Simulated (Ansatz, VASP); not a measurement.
## Two plane-wave programs on Lu

The input INCAR:

```
SYSTEM = Lu
  PREC = Accurate
  ENCUT = 520
  EDIFF = 1E-7
  ISMEAR = -1
  SIGMA = 0.05
  LREAL = .False.
  LASPH = .True.
  NELM = 60
  ALGO = Normal
  ISIF = 2
  LWAVE = .False.
  LCHARG = .False.
  GGA = PE
  NBANDS = 18
```

Contents of KPOINTS:

```
regular mesh
0
Gamma
  10 10 10
  0 0 0
```

Contents of POSCAR:

```
Lu
1.0
   -1.9615060000      1.9859890000      1.9550570000
    1.9723800000     -1.9805730000      1.9605140000
    1.9161400000      1.9352070000     -1.9496410000
Lu
1
Direct
    0.0028740000      0.0105570000      0.0029550000
```

File input.yaml:

```yaml
crystal:
  lattice:
    - [-1.961506, 1.985989, 1.955057]
    - [1.97238, -1.980573, 1.960514]
    - [1.91614, 1.935207, -1.949641]
  atoms:
    - { symbol: Lu, position: [0.002874, 0.010557, 0.002955] }
hamiltonian:
  xc: pbe
  pseudopotentials: { kind: paw }
kpoints:
  mp_grid: { grid: [10, 10, 10] }
scf:
  occupations: { method: fermi_dirac, width: 0.05 }
output:
  forces: true
  stress: true
  eigenvalues: true
```

Change from the starting cell: cell strained at random at fixed volume.

Alike in both runs: task single point; functional PBE; k mesh 10 × 10 × 10; occupations fermi-dirac, width 0.05 eV; no spin polarisation.

```csv
,VASP,Ansatz
version,VASP 6.6.1,Ansatz 0.2.0
potentials or method,"VASP PAW PBE potentials, release 64 (Lu)",Ansatz PAW
plane-wave cutoff (eV),520,420
valence electrons in the cell,25,25
```

Ansatz gave:

| Quantity | Value |
| --- | --- |
| gap on the k mesh at the Fermi level (eV) | none |
| pressure (GPa) | -0.4 |
| largest component of the traceless stress (GPa) | 0.60 |

What did VASP give for the same quantities?

gap on the k mesh at the Fermi level (eV): none; pressure (GPa): -0.3; largest component of the traceless stress (GPa): 0.61.

A gap of «none» marks a metal or a gap that the smearing closes. The functional is the same, so the differences come from potentials, cutoffs and numerics.

The runs have no spin-orbit coupling, so splittings on Lu are missing.
